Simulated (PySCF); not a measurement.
1,3-cyclohexadiene, C6H8.
SMILES with atom numbers: `[CH:1]1=[CH:2][CH2:3][CH2:4][CH:5]=[CH:6]1` (hydrogens: H7 on C1; H8 on C2; H9, H10 on C3; H11, H12 on C4; H13 on C5; H14 on C6)

Computed with PySCF at PBE0/def2-SVPD, non-relativistic, on one gas-phase PBE0-D3(BJ)/def2-SVP geometry that isn't relaxed in the solvent. The solvent is an IEF-PCM continuum (van der Waals radii × 1.2). The model holds no explicit solvent molecules, cavitation or dispersion.

Gas phase at PBE0/def2-SVPD: HOMO -6.15 eV, LUMO -0.77 eV, dipole 0.50 D.

What does the continuum do to the energy, the frontier levels and the dipole at PBE0/def2-SVPD in chloroform and acetone?

| solvent | ε | E(solvent) − E(gas) (kJ/mol) | polarisation term (kJ/mol) | distortion of the solute (kJ/mol) | HOMO (eV) | LUMO (eV) | dipole (D) |
| --- | --- | --- | --- | --- | --- | --- | --- |
| chloroform | 4.711 | -6.26 | -6.78 | 0.52 | -6.16 | -0.77 | 0.68 |
| acetone | 20.49 | -8.57 | -9.59 | 1.02 | -6.18 | -0.78 | 0.75 |

The first energy column is the sum of the next two and covers electrostatics alone. From chloroform to acetone the lowering changes by a factor 1.37, Onsager's factor (ε − 1)/(2ε + 1) by 1.30 and ε itself by 4.3.

How does the static polarisability (PBE0/def2-SVPD, frozen core, with the continuum's full static response) change?

```csv
medium,isotropic (au),principal values (au),⟨r²⟩ of the electrons (bohr²)
gas,69.1,"51.1, 77.6, 78.5",506.5
chloroform,87.7,"64.7, 98.4, 99.9",505.9
acetone,95.4,"71.6, 106.3, 108.2",505.7
```

The isotropic value in acetone is 1.38 times the gas-phase one; no cavity-field correction is applied. ⟨r²⟩ is taken about the centre of nuclear charge.
